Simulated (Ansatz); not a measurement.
# Zone-centre modes in MoS$_{2}$

Level of theory: DFT PBE+D3(BJ), scalar-relativistic, plane waves, PAW (Ansatz). Settings: plane waves to 420 eV, k-mesh 12×12×12 (Γ-centred), Gaussian smearing 0.05 eV. No spin polarisation.

Zero of the scan (relaxed at this level):

```
CELL_PARAMETERS angstrom
1.57647 0.91018 5.99653
-1.57647 0.91018 5.99653
0.00000 -1.82036 5.99653
ATOMIC_POSITIONS crystal
Mo 0.00002 0.00002 0.00002
S 0.75356 0.75356 0.75356
S 0.57972 0.57972 0.57972
```

Harmonic modes by finite displacements of 0.02 Å, without the LO–TO term.

Problem. At this geometry, is the structure stable against these modes?

Solution. Yes: no mode is imaginary beyond 10 cm⁻¹, and only the three translations lie near zero.

Problem. List the wavenumbers in cm⁻¹.

Solution. 0, 0, 0, 286, 286, 380, 380, 411, 463.

Cost: 1 run of about 8.5 core-minutes, on Intel Xeon Processor @ 2.50GHz (Skylake/Cascade Lake) (shared hosts).